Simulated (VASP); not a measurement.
MgS:

```
CELL_PARAMETERS angstrom
0.00000 2.83312 2.83312
2.83312 0.00000 2.83312
2.83312 2.83312 0.00000
ATOMIC_POSITIONS crystal
S 0.24646 0.24432 0.25248
Mg 0.99003 0.99610 0.99673
```

The cell comes from a database or a generator and needn't be the stable form of this composition.

The cell isn't the ideal one: atoms moved at random, drawn with an rms of 0.1 Å.

| Property | Result |
| --- | --- |
| Program | VASP 6.6.1 |
| Task | relaxation of the atoms |
| Functional | BEEF-vdW |
| Potentials or basis | VASP PAW PBE potentials, release 64 (S, Mg_pv) |
| Cutoff | 520 eV |
| k mesh | 8 × 8 × 8 |
| Occupations | gaussian, width 0.1 eV |
| Spin | no spin polarisation |

At the start: pressure 1.3 GPa; volume 22.74 Å³/atom.

Q: Where does the relaxation end?

A: Over 3 steps the energy falls by 2.1 meV/atom; space group F-43m (No. 216, to 0.05 Å).

The path:
```csv
step,energy change (eV),largest force (eV/Å),pressure (GPa)
1,0.0000,0.2158,1.28
2,-0.0033,0.1004,1.27
3,-0.0042,0.0080,1.26
```

Final structure:
```
S Mg
1.0
     0.00000    2.83312    2.83312
     2.83312    0.00000    2.83312
     2.83312    2.83312    0.00000
S Mg
1 1
Direct
  0.24316 0.24541 0.24956
  0.99333 0.99501 0.99966
```

Caveat: the PAW data sets were made with another functional, which shifts forces and pressure a little.
